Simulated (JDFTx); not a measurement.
Crystal: Pt.

```
Pt
1.0
    -1.58422    1.58422    1.58422
     1.58422   -1.58422    1.58422
     1.58422    1.58422   -1.58422
Pt
1
Direct
  0.00000 0.00000 0.00000
```

This isn't the form of Pt at room conditions, which is fcc.

- Program: JDFTx 1.7.0 (patched build)
- Task: relaxation of cell and atoms
- Functional: SCAN
- Potentials or basis: SG15-PBE-1.2 with smoothed tails
- Cutoff: 1088 eV
- Density cutoff: 4354 eV
- k mesh: 6 × 6 × 6
- Occupations: fermi-dirac, width 0.05 eV
- Spin: no spin polarisation

At the start: pressure -9.0 GPa; volume 15.90 Å³/atom.

Problem. How do energy, volume and symmetry change on relaxing?

Solution. Over 5 steps the energy falls by 16.2 meV/atom and the volume is 15.35 Å³/atom (-3.5 %); space group Im-3m (No. 229, to 0.05 Å).

The path:
| step | energy change (eV) | largest force (eV/Å) | pressure (GPa) | volume (Å³) |
| --- | --- | --- | --- | --- |
| 1 | 0.0000 | 0.0000 | -8.96 | 15.90 |
| 2 | -0.0036 | 0.0000 | -7.95 | 15.84 |
| 3 | -0.0161 | 0.0000 | 0.14 | 15.34 |
| 4 | -0.0162 | 0.0000 | 0.01 | 15.35 |
| 5 | -0.0162 | 0.0000 | -0.01 | 15.35 |

Final structure:
```cif
data_structure
_symmetry_space_group_name_H-M 'P 1'
_symmetry_Int_Tables_number 1
_cell_length_a 2.7115
_cell_length_b 2.7115
_cell_length_c 2.7115
_cell_angle_alpha 109.471
_cell_angle_beta 109.471
_cell_angle_gamma 109.471
_cell_volume 15.35
loop_
_atom_site_label
_atom_site_type_symbol
_atom_site_fract_x
_atom_site_fract_y
_atom_site_fract_z
_atom_site_occupancy
Pt1 Pt 0.00000 0.00000 0.00000 1
```

Caveat: the k mesh is coarse (spacing up to 0.47 Å⁻¹), so the values aren't converged; meta-GGA forces are noisy on this grid; the potentials were made for another functional, which shifts forces and pressure.
